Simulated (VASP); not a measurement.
# GaN (P6_3mc) in VASP: further runs

One crystal, GaN, is run at these levels: PBEsol; tasks: relaxation of cell and atoms, relaxation of shape and atoms at fixed volume.

Program: VASP 6.6.1. These are calculated values, not measurements. Logs are shortened: lines on timing, memory, paths and dates and some standing lists are left out, and cuts for length are marked.

**1. The crystal as given**

It takes space group P6_3mc (No. 186, hexagonal). Conventional cell: a = 3.180 Å, b = 3.180 Å, c = 5.184 Å, α = 90.00°, β = 90.00°, γ = 120.00°. Around Ga (site symmetry 3m) lie 4 N at 1.94 to 1.95 Å. Around N (site symmetry 3m) lie 4 Ga at 1.94 to 1.95 Å.

**2. Relaxation of cell and atoms, PBEsol**

File INCAR:

```
SYSTEM = GaN
PREC = Accurate ; ENCUT = 600
EDIFF = 1E-7 ; ISMEAR = 0
SIGMA = 0.03 ; LREAL = .False.
LASPH = .True. ; NELM = 80
ALGO = Normal ; ISIF = 3
LWAVE = .False. ; LCHARG = .False.
GGA = PS ; IBRION = 2
NSW = 90 ; EDIFFG = -0.005
```

File KPOINTS:

```
regular mesh
0
Gamma
  12 12 5
  0 0 0
```

File POSCAR:

```
GaN                                     
1.0
    3.1796023884      0.0000000000      0.0000000000
   -1.5898011942      2.7536164423     -0.0000000000
    0.0000000000     -0.0000000000      5.1837589817
  Ga              N             
     2     2
Direct
     0.3333333332999970    0.6666666667000030    0.9992962202991185
     0.6666666667000030    0.3333333332999970    0.4992962202991183
     0.3333333332999970    0.6666666667000030    0.3757037797008817
     0.6666666667000030    0.3333333332999970    0.8757037797008815
```

Potentials or basis: VASP PAW PBE potentials, release 64 (Ga_d, N).

The run is started by

```
$ cat potpaw_PBE.64/Ga_d/POTCAR potpaw_PBE.64/N/POTCAR > POTCAR
$ mpirun -np 1 vasp_std > vasp.out
```

OUTCAR:

```text
SYSTEM = GaN
   PREC = Accurate
   ENCUT = 600
   EDIFF = 1E-7
   ISMEAR = 0
   LREAL = .False.
   LASPH = .True.
   NELM = 80
   ISIF = 3
   GGA = PS
   IBRION = 2
   NSW = 90
   EDIFFG = -0.005

 ion  position               nearest neighbor table
   1  0.333  0.667  0.999-   4 1.94   4 1.94   4 1.94   3 1.95
   2  0.667  0.333  0.499-   3 1.94   3 1.94   3 1.94   4 1.95
   3  0.333  0.667  0.376-   2 1.94   2 1.94   2 1.94   1 1.95
   4  0.667  0.333  0.876-   1 1.94   1 1.94   1 1.94   2 1.95

  LATTYP: Found a hexagonal cell.
 ALAT       =     3.1796023884
 C/A-ratio  =     1.6303167341

  Lattice vectors:

 A1 = (   3.1796023884,   0.0000000000,   0.0000000000)
 A2 = (  -1.5898011942,   2.7536164423,   0.0000000000)
 A3 = (   0.0000000000,   0.0000000000,   5.1837589817)

Analysis of symmetry for initial positions (statically):
=====================================================================
 Subroutine PRICEL returns:
 Original cell was already a primitive cell.

 Routine SETGRP: Setting up the symmetry group for a
 hexagonal supercell.

 Subroutine GETGRP returns: Found 12 space group operations
 (whereof  6 operations were pure point group operations)
 out of a pool of 24 trial point group operations.

The static configuration has the point symmetry C_3v.
 The point group associated with its full space group is C_6v.

Analysis of symmetry for dynamics (positions and initial velocities):
=====================================================================
 Subroutine PRICEL returns:
 Original cell was already a primitive cell.

 Routine SETGRP: Setting up the symmetry group for a
 hexagonal supercell.

 Subroutine GETGRP returns: Found 12 space group operations
 (whereof  6 operations were pure point group operations)
 out of a pool of 24 trial point group operations.

The dynamic configuration has the point symmetry C_3v.
 The point group associated with its full space group is C_6v.

 Subroutine INISYM returns: Found 12 space group operations
 (whereof  6 operations are pure point group operations),
 and found     1 'primitive' translations

----------------------------------------------------------------------------------------

                                     Primitive cell

  volume of cell :      45.3859

  direct lattice vectors                    reciprocal lattice vectors
     3.179602388  0.000000000  0.000000000     0.314504733  0.181579392  0.000000000
    -1.589801194  2.753616442  0.000000000     0.000000000  0.363158784  0.000000000
     0.000000000  0.000000000  5.183758982     0.000000000  0.000000000  0.192910203

  length of vectors
     3.179602388  3.179602388  5.183758982     0.363158784  0.363158784  0.192910203

  position of ions in fractional coordinates (direct lattice)
     0.333333333  0.666666667  0.999296220
     0.666666667  0.333333333  0.499296220
     0.333333333  0.666666667  0.375703780
     0.666666667  0.333333333  0.875703780

  ion indices of the primitive-cell ions
   primitive index   ion index
                 1           1
                 2           2
                 3           3
                 4           4

----------------------------------------------------------------------------------------

 KPOINTS: regular mesh

Automatic generation of k-mesh.
 Grid dimensions read from file:
 generate k-points for:   12   12    5

 Generating k-lattice:

  Cartesian coordinates                     Fractional coordinates (reciprocal lattice)
     0.026208728  0.015131616  0.000000000     0.083333333  0.000000000  0.000000000
     0.000000000  0.030263232  0.000000000     0.000000000  0.083333333  0.000000000
     0.000000000  0.000000000  0.038582041     0.000000000  0.000000000  0.200000000

  Length of vectors
     0.030263232  0.030263232  0.038582041

  Shift w.r.t. Gamma in fractional coordinates (k-lattice)
     0.000000000  0.000000000  0.000000000

 Subroutine IBZKPT returns following result:
 ===========================================

 Found     57 irreducible k-points:

 Following reciprocal coordinates:
            Coordinates               Weight
  0.000000  0.000000  0.000000      1.000000
  0.083333  0.000000  0.000000      6.000000
  0.166667  0.000000  0.000000      6.000000
  0.250000  0.000000  0.000000      6.000000
  0.333333  0.000000  0.000000      6.000000
  0.416667  0.000000  0.000000      6.000000
[... 16 lines left out ...]
  0.250000  0.000000  0.200000     12.000000
  0.333333  0.000000  0.200000     12.000000
 [... further k-points ...]
   k-points           NKPTS =     57   k-points in BZ     NKDIM =     57   number of bands    NBANDS=     22
   number of dos      NEDOS =    301   number of ions     NIONS =      4
   total plane-waves  NPLWV =  32928
   dimension x,y,z NGX =    28 NGY =   28 NGZ =   42
   dimension x,y,z NGXF=    56 NGYF=   56 NGZF=   84
   ions per type =               2   2
   NGX,Y,Z   is equivalent  to a cutoff of  14.64, 14.64, 13.47 a.u.
   NGXF,Y,Z  is equivalent  to a cutoff of  29.28, 29.28, 26.94 a.u.
 SYSTEM =  GaN
   PREC   = accura    normal or accurate (medium, high low for compatibility)
   ISTART =      0    job   : 0-new  1-cont  2-samecut
   ICHARG =      2    charge: 1-file 2-atom 10-const
   ISPIN  =      1    spin polarized calculation?
   LNONCOLLINEAR =      F non collinear calculations
   LSORBIT =      F    spin-orbit coupling
   LASPH  =      T    aspherical Exc in radial PAW
   ENCUT  =  600.0 eV  44.10 Ry    6.64 a.u.   6.35  6.35 10.35*2*pi/ulx,y,z
   NELM   =     80;   NELMIN=  2; NELMDL= -5     # of ELM steps
   EDIFF  = 0.1E-06   stopping-criterion for ELM
   LREAL  =      F    real-space projection
   EDIFFG = -.5E-02   stopping-criterion for IOM
   NSW    =     90    number of steps for IOM
   IBRION =      2    ionic relax: 0-MD 1-quasi-New 2-CG
   NFREE  =      1    steps in history (QN), initial steepest desc. (CG)
   ISIF   =      3    stress and relaxation
   ISYM   =      2    0-nonsym 1-usesym 2-fastsym
   POTIM  = 0.5000    time-step for ionic-motion
   TEBEG  =    0.0;   TEEND  =   0.0 temperature during run
   PSTRESS=    0.0 pullay stress
   NELECT =      36.0000    total number of electrons
   NUPDOWN=      -1.0000    fix difference up-down
   EMIN   =  10.00;   EMAX   =-10.00  energy-range for DOS
   EFERMI =   0.00;   METHOD = LEGACY
   ISMEAR =     0;   SIGMA  =   0.03  broadening in eV -4-tet -1-fermi 0-gaus
   EFERMI_NEDOS =   21; number of points for ismear=-14 and -15
   IALGO  =     38    algorithm
   IMIX   =      4    mixing-type and parameters
     AMIX     =   0.40;   BMIX     =  1.00
     AMIX_MAG =   1.60;   BMIX_MAG =  1.00
  volume/ion in A,a.u.               =      11.35        76.57
  Fermi-wavevector in a.u.,A,eV,Ry     =   1.515428  2.863744 31.246080  2.296522
  Thomas-Fermi vector in A             =   2.624953
   LORBIT       =      0    0 simple, 1 ext, 2 COOP (PROOUT), +10 PAW based schemes
   GGA     = PS    functional components
   LHFCALC =     F    Hartree Fock is set to
   AEXX    =    0.0000 exact exchange contribution
   IVDW    =     0    specifies the selected vdW correction
   LEPSILON=     F    determine dielectric tensor
   LRPA    =     F    only Hartree local field effects (RPA)
 conjugate gradient relaxation of ions
 non-spin polarized calculation
 Gauss-broadening in eV      SIGMA  =   0.03
  energy-cutoff  :      600.00
  volume of cell :       45.39
 maximum number of plane-waves:      1533
 NGX is ok and might be reduce to    28
   NGX = 13   NGY = 13   NGZ = 21

--------------------------------------- Ionic step        1  -------------------------------------------

 number of electron      35.9999995 magnetization

 Free energy of the ion-electron system (eV)
  ---------------------------------------------------
  ext. energy  EPLUGINS =         0.00000000
  ---------------------------------------------------
  free energy    TOTEN  =       -26.27206286 eV

  energy without entropy =      -26.27206286  energy(sigma->0) =      -26.27206286

------------------------ aborting loop because EDIFF is reached ----------------------------------------

  FORCE on cell =-STRESS in cart. coord.  units (eV):
  Direction    XX          YY          ZZ          XY          YZ          ZX
  --------------------------------------------------------------------------------------
  -------------------------------------------------------------------------------------
  Total        0.0164287      0.0164287     -0.0086086      0.0000000      0.0000000      0.0000000
  in kB        0.5799542      0.5799542     -0.3038942      0.0000000      0.0000000      0.0000000
  external PRESSURE =       0.2853380 kB  Pullay stress =       0.0000000 kB

 VOLUME and BASIS-vectors are now :
 -----------------------------------------------------------------------------
  energy-cutoff  :      600.00
  volume of cell :       45.39
      direct lattice vectors                 reciprocal lattice vectors
     3.179602388  0.000000000  0.000000000     0.314504733  0.181579392  0.000000000
    -1.589801194  2.753616442  0.000000000     0.000000000  0.363158784  0.000000000
     0.000000000  0.000000000  5.183758982     0.000000000  0.000000000  0.192910203

 POSITION                                       TOTAL-FORCE (eV/Angst)
 -----------------------------------------------------------------------------------
     -0.00000      1.83574      5.18011         0.000000     -0.000000     -0.006013
      1.58980      0.91787      2.58823         0.000000      0.000000     -0.006013
     -0.00000      1.83574      1.94756        -0.000000     -0.000000      0.006013
      1.58980      0.91787      4.53944        -0.000000      0.000000      0.006013
 -----------------------------------------------------------------------------------
    total drift:                               -0.000000     -0.000000     -0.000359

  FREE ENERGIE OF THE ION-ELECTRON SYSTEM (eV)
  ---------------------------------------------------
  free  energy   TOTEN  =       -26.2720628629 eV

  energy  without entropy=      -26.2720628629  energy(sigma->0) =      -26.27206286

--------------------------------------- Ionic step        2  -------------------------------------------

 number of electron      35.9999995 magnetization

 Free energy of the ion-electron system (eV)
  ---------------------------------------------------
  ext. energy  EPLUGINS =         0.00000000
  ---------------------------------------------------
  free energy    TOTEN  =       -26.27207214 eV

  energy without entropy =      -26.27207214  energy(sigma->0) =      -26.27207214

 E-fermi :   5.3932     XC(G=0): -11.9388

 val. band max:        5.2575891012   @ k =   0.0000   0.0000   0.0000
 cond. band min:       7.1627982668   @ k =   0.0000   0.0000   0.0000
 fundamental gap:      1.9052091657
 Fermi energy:         5.3932374329

 k-point     1 :       0.0000    0.0000    0.0000
  band No.  band energies     occupation
      1     -10.7776      2.00000
      2      -9.8022      2.00000
      3      -8.1505      2.00000
      4      -8.1343      2.00000
      5      -8.1343      2.00000
      6      -8.0712      2.00000
[... 14 lines left out ...]
     21      14.3807      0.00000
     22      15.0906      0.00000

 k-point     2 :       0.0833    0.0000    0.0000
  band No.  band energies     occupation
      1     -10.7065      2.00000
      2      -9.7832      2.00000
      3      -8.1442      2.00000
      4      -8.1239      2.00000
      5      -8.1128      2.00000
      6      -8.0635      2.00000
[... 14 lines left out ...]
     21      14.1905      0.00000
     22      14.5850      0.00000
[... 523 lines left out ...]
     21      12.4826      0.00000
     22      13.5232      0.00000

 k-point    24 :       0.3333    0.0000    0.2000
  band No.  band energies     occupation
      1      -9.9535      2.00000
      2      -9.6566      2.00000
      3      -8.0873      2.00000
      4      -8.0458      2.00000
      5      -8.0015      2.00000
      6      -7.9267      2.00000
[... 14 lines left out ...]
     21      12.2990      0.00000
     22      13.4376      0.00000

 [... further k-points ...]
[... 5 lines left out ...]
  --------------------------------------------------------------------------------------
  -------------------------------------------------------------------------------------
  Total       -0.0041250     -0.0041250     -0.0118146      0.0000000      0.0000000     -0.0000000
  in kB       -0.1455741     -0.1455741     -0.4169471      0.0000000      0.0000000     -0.0000000
  external PRESSURE =      -0.2360318 kB  Pullay stress =       0.0000000 kB

 VOLUME and BASIS-vectors are now :
 -----------------------------------------------------------------------------
  energy-cutoff  :      600.00
  volume of cell :       45.40
      direct lattice vectors                 reciprocal lattice vectors
     3.180232399  0.000000000  0.000000000     0.314442429  0.181543421  0.000000000
    -1.590116200  2.754162048 -0.000000000     0.000000000  0.363086842  0.000000000
    -0.000000000  0.000000000  5.183220775    -0.000000000 -0.000000000  0.192930235

 POSITION                                       TOTAL-FORCE (eV/Angst)
 -----------------------------------------------------------------------------------
     -0.00000      1.83611      5.17928         0.000000      0.000000     -0.002305
      1.59012      0.91805      2.58767         0.000000     -0.000000     -0.002305
     -0.00000      1.83611      1.94765        -0.000000      0.000000      0.002305
      1.59012      0.91805      4.53926        -0.000000      0.000000      0.002305
 -----------------------------------------------------------------------------------
    total drift:                               -0.000000     -0.000000      0.000104

  FREE ENERGIE OF THE ION-ELECTRON SYSTEM (eV)
  ---------------------------------------------------
  free  energy   TOTEN  =       -26.2720721387 eV

  energy  without entropy=      -26.2720721387  energy(sigma->0) =      -26.27207214

 reached required accuracy - stopping structural energy minimisation
```

Run time: 72 s. Hardware: 1 thread of Intel Xeon Platinum 8559C (Emerald Rapids), shared host; peak memory 0.22 GiB.

What came out:

| Property | Result |
| --- | --- |
| Free energy | -26.2721 eV |
| Relaxed volume | 11.35 Å³/atom |
| Relaxed cell | a = 3.180 Å, b = 3.180 Å, c = 5.183 Å, α = 90.00°, β = 90.00°, γ = 120.00° |
| Space group after relaxing (to 0.05 Å) | P6_3mc (No. 186) |
| Energy gained by relaxing | 0.0 meV/atom |
| Ionic steps | 2 |
| Pressure after relaxing | 0.0 GPa |
| Band gap on the k mesh | 1.91 eV, direct |

Forces on the atoms (eV/Å):
```
Ga   0.000  0.000 -0.002
Ga   0.000  0.000 -0.002
N    0.000  0.000  0.002
N    0.000  0.000  0.002
```

Final structure:
```
Ga N
1.0
     3.18023    0.00000    0.00000
    -1.59012    2.75416    0.00000
     0.00000    0.00000    5.18322
Ga N
2 2
Direct
  0.33333 0.66667 0.99924
  0.66667 0.33333 0.49924
  0.33333 0.66667 0.37576
  0.66667 0.33333 0.87576
```

Caveat: the PAW data sets were made with another functional, which shifts forces and pressure a little. PBEsol gaps usually lie below the measured ones, often by a third to a half.

**3. Relaxation of shape and atoms at fixed volume, PBEsol (a relaxed cell with its volume scaled by 0.94)**

File INCAR:

```
SYSTEM = GaN
PREC = Accurate ; ENCUT = 600
EDIFF = 1E-7 ; ISMEAR = 0
SIGMA = 0.03 ; LREAL = .False.
LASPH = .True. ; NELM = 80
ALGO = Normal ; ISIF = 4
LWAVE = .False. ; LCHARG = .False.
GGA = PS ; IBRION = 2
NSW = 40 ; EDIFFG = -0.01
```

KPOINTS is that of step 2.

File POSCAR:

```
GaN                                     
1.0
    3.1153114810      0.0000000000      0.0000000000
   -1.5576557405      2.6979388833     -0.0000000000
   -0.0000000000      0.0000000000      5.0774110699
  Ga              N             
     2     2
Direct
     0.3333333332999970    0.6666666667000030    0.9992402581493666
     0.6666666667000030    0.3333333332999970    0.4992402581493666
     0.3333333332999970    0.6666666667000030    0.3757597418506334
     0.6666666667000030    0.3333333332999970    0.8757597418506334
```

Potentials or basis: VASP PAW PBE potentials, release 64 (Ga_d, N).

The run is started by

```
$ cat potpaw_PBE.64/Ga_d/POTCAR potpaw_PBE.64/N/POTCAR > POTCAR
$ mpirun -np 1 vasp_std > vasp.out
```

Run time: 77 s. Hardware: 1 thread of Intel Xeon Platinum 8559C (Emerald Rapids), shared host; peak memory 0.21 GiB.

The run converged. Its results:

| Item | Value |
| --- | --- |
| Free energy | -26.1603 eV |
| Energy gained by relaxing | 0.0 meV/atom |
| Ionic steps | 3 |
| Pressure after relaxing | 13.4 GPa |
| Band gap on the k mesh | 2.32 eV, direct |

Final structure:
```
Ga N
1.0
     3.11546    0.00000    0.00000
    -1.55773    2.69807    0.00000
     0.00000    0.00000    5.07692
Ga N
2 2
Cartesian
  0.0000 1.7987 5.0734
  1.5577 0.8994 2.5349
  0.0000 1.7987 1.9074
  1.5577 0.8994 4.4459
```

Levels at points of the mesh, in eV from the valence-band top:
```tsv
k point	band 15	band 16	band 17	band 18	band 19	band 20	band 21	band 22
(0.00, 0.00, 0.00)	-1.13	-0.06	0.00	0.00	2.32	4.63	9.48	10.19
(0.50, 0.00, 0.00)	-4.58	-3.02	-2.46	-1.10	5.12	5.83	6.18	9.11
```

Caveat: the PAW data sets were made with another functional, which shifts forces and pressure a little.

**4. Relaxation of shape and atoms at fixed volume, PBEsol (a relaxed cell with its volume scaled by 0.96)**

INCAR is that of step 3.

KPOINTS is that of step 3.

POSCAR: that of step 3 with these lines changed.

```diff
@@ -2,5 +2,5 @@
 1.0
-    3.1153114810      0.0000000000      0.0000000000
-   -1.5576557405      2.6979388833     -0.0000000000
-   -0.0000000000      0.0000000000      5.0774110699
+    3.1372510171      0.0000000000      0.0000000000
+   -1.5686255085      2.7169390789     -0.0000000000
+   -0.0000000000      0.0000000000      5.1131686640
   Ga              N
```

The run is started by

```
$ cat potpaw_PBE.64/Ga_d/POTCAR potpaw_PBE.64/N/POTCAR > POTCAR
$ mpirun -np 1 vasp_std > vasp.out
```

Run time: 45 s. Hardware: 1 thread of Intel Xeon Platinum 8559C (Emerald Rapids), shared host; peak memory 0.2 GiB.

Results (log left out):

```yaml
Free_energy: -26.2233 eV
Pressure_after_relaxing: 8.4 GPa
Largest_force_after_relaxing: 0.007 eV/Å
Band_gap_on_the_k_mesh: 2.18 eV, direct
```

Forces in eV/Å, atoms in the order of the input:
```
Ga   0.000  0.000  0.007
Ga   0.000  0.000  0.007
N    0.000  0.000 -0.007
N    0.000  0.000 -0.007
```

Final structure:
```
Ga N
1.0
     3.13725    0.00000    0.00000
    -1.56863    2.71694    0.00000
     0.00000    0.00000    5.11317
Ga N
2 2
Direct
  0.33333 0.66667 0.99924
  0.66667 0.33333 0.49924
  0.33333 0.66667 0.37576
  0.66667 0.33333 0.87576
```

Levels at points of the mesh, in eV from the valence-band top:
```csv
k point,band 15,band 16,band 17,band 18,band 19,band 20,band 21,band 22
"(0.00, 0.00, 0.00)",-1.10,-0.05,0.00,0.00,2.18,4.49,9.36,10.07
"(0.50, 0.00, 0.00)",-4.47,-2.94,-2.39,-1.07,5.06,5.74,6.08,8.93
```

Caveat: the relaxation stopped at its first step, so nothing moved; the PAW data sets were made with another functional, which shifts forces and pressure a little.

[end of part 1 of 2]
